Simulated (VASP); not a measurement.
# Ag: single point with PBE

The system is Ag.

```
Ag
1.0
     2.93000    0.05860    0.00000
    -1.41425    2.50815    0.00000
     0.00000    0.00000    4.79000
Ag
2
Direct
  0.66667 0.33333 0.75000
  0.33333 0.66667 0.25000
```

This isn't the form of Ag at room conditions, which is fcc.

```yaml
Program: VASP 6.6.1
Task: single point
Functional: PBE
Potentials_or_basis: VASP PAW PBE potentials, release 64 (Ag)
Cutoff: 520 eV
k_mesh: 9 × 9 × 5
Occupations: fermi-dirac, width 0.05 eV
Spin: no spin polarisation
```

- Pressure: 0.0 GPa
- Largest force: 0.047 eV/Å
- Band gap on the k mesh: none (metal or under the smearing width)

Forces on the atoms (eV/Å):
```
Ag   0.047 -0.001  0.000
Ag  -0.047  0.001  0.000
```

Stress tensor (GPa, compression positive):
```
-0.58 -2.10  0.00
-2.10 -0.28  0.00
 0.00  0.00  1.00
```

Levels at points of the mesh, in eV from the Fermi level:
```csv
k point,band 8,band 9,band 10,band 11,band 12,band 13,band 14,band 15
"(0.00, 0.00, 0.00)",-4.14,-4.07,-3.20,-3.13,-0.36,3.27,15.34,17.31
```

Run time: 28 s on 1 thread of Intel(R) Xeon(R) Platinum 8488C (Sapphire Rapids), on a shared host, peak memory 0.2 GiB.
